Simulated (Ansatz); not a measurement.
## Te2Mo: Quadrupolar parameters

The cell is a COD entry, ions relaxed with PBE at fixed cell.

Space group P6_3/mmc (No. 194); a = 3.5182, c = 13.9736 Å, γ = 120.00°.

```csv
site,Wyckoff,site symmetry,x,y,z
Te,4f,3m.,0.3333,0.6667,0.6201
Mo,2c,-6m2,0.3333,0.6667,0.2500
```

One atom of each set is listed.

Computed with Ansatz: DFT, LDA, plane waves and PAW, scalar-relativistic, 420 eV cutoff, Γ-centred 14×14×3 k-points, Fermi–Dirac smearing 0.02 eV.

C_Q = eQV_zz/h, which is 24.18 MHz for Q = 1 b and V_zz = 10²¹ V/m²; η = (V_xx − V_yy)/V_zz. ν_Q = 3|C_Q|/[2I(2I − 1)].

Mo-97: I = 5/2, Q = 255.0 mb. Quadrupole moments are those of Pyykkö's year-2017 table.

```
site  atoms     first shell  C_Q (MHz)     η  ν_Q (MHz)
  Mo      2  6 Te at 2.72 Å      -40.4  0.00       6.05
```

An axis of threefold or higher order runs through Mo, so V_zz lies along it and η is zero.

Te has no stable isotope with a ground-state quadrupole moment in the table, so these sites are left out.

The largest force is 0.5 eV/Å, so the atoms aren't at the calculated equilibrium and relaxing them would move these values. Without spin–orbit coupling the gradients at and beside Te can be off by some per cent, at some sites by more.
